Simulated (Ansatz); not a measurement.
CoSi2: single point with PBE

The system is CoSi2.

```
Co Si
1.0
     0.00000    2.67800    2.67800
     2.67800    0.00000    2.67800
     2.67800    2.67800    0.00000
Co Si
1 2
Direct
  0.00000 0.00000 0.00000
  0.75000 0.75000 0.75000
  0.25000 0.25000 0.25000
```

```json
{
 "Program": "Ansatz 0.2.0",
 "Task": "single point",
 "Functional": "PBE",
 "Potentials or basis": "Ansatz PAW",
 "Cutoff": "420 eV (not typed: the program's choice for these potentials)",
 "k mesh": "9 × 9 × 9",
 "Occupations": "gaussian, width 0.019 eV",
 "Spin": "collinear spin, ferromagnetic start",
 "Starting moments": "[2.0, 0.0, 0.0] μB"
}
```

```json
{
  "Pressure": "0.5 GPa",
  "Band gap on the k mesh": "none (metal or under the smearing width)",
  "Net moment": "0.00 μB per cell",
  "Absolute moment": "0.00 μB per cell"
}
```

Levels at points of the mesh, in eV from the Fermi level:
Spin up:
| k point | band 11 | band 12 | band 13 | band 14 | band 15 | band 16 |
| --- | --- | --- | --- | --- | --- | --- |
| (0.00, 0.00, 0.00) | 0.79 | 3.46 | 3.46 | 3.46 | 3.47 | 3.47 |
Spin down:
| k point | band 10 | band 11 | band 12 | band 13 | band 14 | band 15 | band 16 | band 17 |
| --- | --- | --- | --- | --- | --- | --- | --- | --- |
| (0.00, 0.00, 0.00) | -1.86 | 0.79 | 3.46 | 3.46 | 3.46 | 3.47 | 3.47 | 3.47 |

Run time: 2.7 s on 2 threads of Intel(R) Xeon(R) Platinum 8259CL CPU @ 2.50GHz (Skylake/Cascade Lake), on a shared host, peak memory 0.37 GiB.

Caveat: the starting moments collapsed, and a magnetic state may lie lower; the starting moments weren't kept.
